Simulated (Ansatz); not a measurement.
# Calculated quadrupolar parameters for Si under strain

The cell is an entry of the Crystallography Open Database (COD), relaxed with PBE at fixed cell and then changed (z stretched by 1 %, ions relaxed).

```yaml
crystal:
  lattice:
    - [0.00000, 2.71535, 2.74250]
    - [2.71535, 0.00000, 2.74250]
    - [2.71535, 2.71535, 0.00000]
  atoms:
    - { symbol: Si, position: [0.00000, 0.00000, 0.00000] }
    - { symbol: Si, position: [0.25000, 0.25000, 0.25000] }
```

Sites (sets of like atoms) are named by element and the number of their first atom in this list.

The numbers come from a DFT calculation in Ansatz (PBE, plane waves and PAW, scalar-relativistic, 420 eV cutoff, Γ-centred 14×14×14 k-points, Fermi–Dirac smearing 0.02 eV).

Conventions: |V_zz| ≥ |V_yy| ≥ |V_xx|, η = (V_xx − V_yy)/V_zz, C_Q = eQV_zz/h. Directions are in the Cartesian axes of the cell vectors above, for the atom listed; none is given where the gradient is under 0.02 or η is above 0.95.

Question: What field gradients does the calculation give at each kind of site?

Answer: 

```tsv
site	first atom	first shell	V_zz (10²¹ V/m²)	η	direction of V_zz (x, y, z)
Si	1	4 Si at 2.36 Å	-0.009	0.00	–
```

An axis of threefold or higher order runs through Si, so V_zz lies along it and η is zero.

The relaxation (1 step) took 3.5 s of wall time (3.5 s of CPU time) and 0.47 GiB at its peak, on 1 thread of Intel Xeon 6975P-C (Granite Rapids) (x86_64; 16 cores open to the job, memory cap 3.0 GiB, no GPU), a shared host with a load of 0.1 a core.
